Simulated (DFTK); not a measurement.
The system is Bi.

```
CELL_PARAMETERS angstrom
-1.98143 1.98143 1.98143
1.98143 -1.98143 1.98143
1.98143 1.98143 -1.98143
ATOMIC_POSITIONS crystal
Bi 0.00000 0.00000 0.00000
```

This isn't the form of Bi at room conditions, which is rhombohedral.

Base run:

```yaml
Program: DFTK 0.8.2
Functional: TASK
Potentials_or_basis: in-house norm-conserving set (r2SCAN, scalar relativistic)
Cutoff: 1007 eV
k_mesh: 8 × 8 × 8
Occupations: fermi-dirac, width 0.05 eV
Spin: no spin polarisation
```

Its results: band gap on the k mesh none (metal or under the smearing width); pressure 3.7 GPa.

Problem. The run is repeated on the same cell with these changes: functional from TASK to r2SCAN. What comes out?

Solution. Band gap on the k mesh none (metal or under the smearing width); pressure -0.2 GPa.

Caveats: spin-orbit coupling is left out, which moves the levels of the heavy elements; the potentials were made for another functional, which shifts forces and pressure (some runs).
